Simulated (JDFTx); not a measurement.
SnO:

```
CELL_PARAMETERS angstrom
3.81370 0.00000 0.00000
0.00000 3.81370 0.00000
0.00000 0.00000 4.88691
ATOMIC_POSITIONS crystal
Sn 0.50000 0.00000 0.76463
Sn 0.00000 0.50000 0.23537
O 0.00000 0.00000 0.00000
O 0.50000 0.50000 0.00000
```

The cell is a database's computed one.

* Program: JDFTx 1.7.0 (patched build)
* Task: relaxation of cell and atoms
* Functional: LDA
* Potentials or basis: PseudoDojo-SR-LDA-0.4.1-standard with smoothed tails
* Cutoff: 1143 eV
* Density cutoff: 9143 eV
* k mesh: 5 × 5 × 4
* Occupations: fermi-dirac, width 0.05 eV
* Spin: no spin polarisation

At the start: pressure -3.0 GPa; volume 17.77 Å³/atom.

Where does the relaxation end?

Over 24 steps the energy falls by 8.9 meV/atom and the volume is 16.62 Å³/atom (-6.5 %); space group P4/nmm (No. 129, to 0.05 Å).

The path:
```tsv
step	energy change (eV)	largest force (eV/Å)	pressure (GPa)	volume (Å³)
1	0.0000	0.1982	-3.00	71.08
2	-0.0037	0.1280	-2.66	70.91
3	-0.0124	0.0584	-1.60	70.28
4	-0.0167	0.1335	-0.98	69.77
5	-0.0211	0.2245	-0.02	68.90
6	-0.0226	0.2707	0.75	68.11
7	-0.0220	0.2966	0.87	68.06
8	-0.0239	0.2261	0.58	68.11
9	-0.0269	0.0527	-0.13	68.17
10	-0.0277	0.0234	-0.25	68.12
11	-0.0317	0.0264	-0.20	67.63
12	-0.0327	0.1397	0.43	67.09
13	-0.0316	0.2228	0.78	66.93
14	-0.0327	0.1692	0.56	66.96
15	-0.0342	0.0341	0.00	67.05
16	-0.0343	0.0113	-0.09	67.04
17	-0.0348	0.0008	-0.12	66.93
18	-0.0350	0.0548	0.14	66.72
19	-0.0352	0.0727	0.27	66.45
20	-0.0350	0.0927	0.36	66.41
21	-0.0352	0.0699	0.26	66.43
22	-0.0355	0.0128	0.03	66.47
23	-0.0355	0.0036	-0.01	66.47
24	-0.0355	0.0010	-0.02	66.47
```

Final structure:
```
CELL_PARAMETERS angstrom
3.77493 0.00000 0.00000
0.00000 3.77493 0.00000
0.00000 0.00000 4.66457
ATOMIC_POSITIONS crystal
Sn 0.50000 0.00000 0.75481
Sn 0.00000 0.50000 0.24519
O 0.00000 0.00000 0.00000
O 0.50000 0.50000 0.00000
```

Caveat: the k mesh is coarse; the plane waves are those of the starting cell, so after so large a change of volume the result is rough.
